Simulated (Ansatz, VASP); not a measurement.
**Two plane-wave programs on PtS2**

```xyz
3
Lattice="3.8168 0.0000 0.0000 -1.9084 3.3054 0.0000 0.0000 0.0000 4.3423" Properties=species:S:1:pos:R:3 pbc="T T T"
Pt    0.0000    0.0000    0.0000
S     0.0000    2.2036    1.0856
S     1.9084    1.1018    3.2567
```

Alike in both runs: task single point; functional PBEsol; k mesh 12 × 12 × 8; occupations gaussian, width 0.05 eV; no spin polarisation.

|  | VASP | Ansatz |
| --- | --- | --- |
| version | VASP 6.6.1 | Ansatz 0.2.0 |
| potentials or method | VASP PAW PBE potentials, release 64 (Pt, S) | scalar-relativistic, plane waves, PAW |
| plane-wave cutoff (eV) | 520 | 420 |
| valence electrons in the cell | 22 | 30 |

Ansatz gave:

* gap on the k mesh at the Fermi level (eV): none
* pressure (GPa): -10.9
* largest component of the traceless stress (GPa): 9.58
* rms of the force components (eV/Å): 0.071

Q: Estimate VASP's values.

A: gap on the k mesh at the Fermi level (eV): none; pressure (GPa): -11.1; largest component of the traceless stress (GPa): 9.71; rms of the force components (eV/Å): 0.078.

Atom by atom the forces differ by 0.007 eV/Å (rms over components). A gap of «none» marks a metal or a gap that the smearing closes. The two sets of potentials don't hold the same shells in valence.

Caveats: the PAW data sets were made with another functional, which shifts forces and pressure a little (VASP); the cell's inner coordinates are idealised or old, which leaves forces on the atoms. The runs have no spin-orbit coupling, so splittings on Pt are missing.
